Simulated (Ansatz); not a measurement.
# FeO: the cost of one run

Method: DFT PBE, scalar-relativistic, plane waves, PAW, in Ansatz 0.2.0.

### 1 The starting structure

It takes space group Pm-3m (No. 221, cubic). The conventional cell has a = 2.783 Å, b = 2.783 Å, c = 2.783 Å, α = 90.00°, β = 90.00°, γ = 90.00°. Fe (site symmetry m-3m) has 8 O at 2.41 Å as nearest neighbours. O (site symmetry m-3m) has 8 Fe at 2.41 Å as nearest neighbours.

Coordinates:

```cif
data_structure
_symmetry_space_group_name_H-M 'P 1'
_symmetry_Int_Tables_number 1
_cell_length_a 2.7829
_cell_length_b 2.7829
_cell_length_c 2.7829
_cell_angle_alpha 90.000
_cell_angle_beta 90.000
_cell_angle_gamma 90.000
_cell_volume 21.55
loop_
_atom_site_label
_atom_site_type_symbol
_atom_site_fract_x
_atom_site_fract_y
_atom_site_fract_z
_atom_site_occupancy
Fe1 Fe 0.00000 0.00000 0.00000 1
O1 O 0.50000 0.50000 0.50000 1
```

This is candidate A: caesium chloride type (Pm-3m, No. 221).

(A quick probe on a coarse mesh, which set the mesh and smearing, is not shown.)

### 3 A loose first relaxation (candidate A)

File input.yaml:

```yaml
crystal:
  lattice:
    - [2.7828925957, 0.0, 0.0]
    - [0.0, 2.7828925957, 0.0]
    - [0.0, 0.0, 2.7828925957]
  atoms:
    - { symbol: Fe, position: [0.0, 0.0, 0.0], spin: 3.87 }
    - { symbol: O, position: [0.5, 0.5, 0.5], spin: 0.41 }
basis:
  ecutwfc: 420
kpoints:
  mp_grid: { grid: [6, 6, 6] }
hamiltonian:
  xc: pbe
scf:
  occupations: { method: gaussian, width: 0.1 }
  lower_state_search: "off"
output:
  forces: true
  stress: true
  eigenvalues: true
  populations: true
magnetization:
  spin_polarized: true
relax:
  adjacent_minimum: "off"
  f_tol: 0.04
  max_steps: 70
  cell: { stress_tol: 0.4 }
```

The run is started by

```sh
$ ansatz run input.yaml --threads 1 --pin off --max-ram 2560MiB --backend cpu --events-out ev --progress --plain --runs-dir out
```

Q: Estimate wall time and peak memory on 1 thread of Arm Neoverse V1, shared host.

About 9.6 s, with a peak of 0.27 GiB.
